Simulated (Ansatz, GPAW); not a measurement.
# GaSb: 3 runs at one level of theory

```xyz
2
Lattice="0.0000 3.0590 3.0590 3.0590 0.0000 3.0590 3.0590 3.0590 0.0000" Properties=species:S:1:pos:R:3 pbc="T T T"
Sb    4.5885    4.5885    4.5885
Ga    0.0000    0.0000    0.0000
```

Alike in all runs: task single point; functional PBE; k mesh 8 × 8 × 8; occupations gaussian, width 0.024 eV; no spin polarisation; no spin-orbit coupling. Pressure is positive in compression and, in plane waves, holds the error of the finite cutoff, which Ansatz's Pulay term estimates and takes out.

| program and potentials | plane-wave cutoff (eV) | notes | band gap (eV) | pressure (GPa) |
| --- | --- | --- | --- | --- |
| Ansatz, Ansatz PAW | 420 | 14 valence electrons an atom on average; Pulay term of +0.04 GPa included | 0.03 | 2.30 |
| Ansatz, all-electron LAPW, scalar-relativistic | - | - | 0.04 | 2.31 |
| GPAW, GPAW PAW data sets (gpaw-data 1.2.1) | 600 | 9 valence electrons an atom on average | 0.09 | 2.31 |

The band gap spans 0.03 (Ansatz, Ansatz PAW) to 0.09 eV (GPAW, GPAW PAW data sets (gpaw-data 1.2.1)), with all-electron results at 0.04. The pressure spans 2.30 (Ansatz, Ansatz PAW) to 2.31 GPa (GPAW, GPAW PAW data sets (gpaw-data 1.2.1)), with all-electron results at 2.31. Spin-orbit coupling, left out here, moves the band edges of heavy atoms.

Differences between rows come from potentials, basis sets and numerical settings, since the functional is the same but for its coding. Runs on potential files found faulty are left out.

All three runs put GaSb on the verge of closing its gap, whereas the real crystal is a semiconductor with a clearly larger direct gap. Since the all-electron result is just as small, the shortfall belongs mainly to PBE, whose Kohn-Sham gap lacks the derivative discontinuity, and not to the potentials. The conduction edge at the zone centre is an antibonding, s-like state with weight close to the nuclei, so it responds strongly to volume and to the description of the core. The higher GPAW value may reflect its smaller valence space.

The pressure, nearly identical in all runs, shows that PBE would expand this cell, which is already close to the measured size. This is the functional's usual underbinding of semiconductors with heavy atoms. Expansion lowers the s-like conduction edge relative to the p-like valence edge, so relaxation would probably close the remaining gap. The results therefore support a consistent PBE equation of state near this volume, but not a near-metallic character for GaSb.
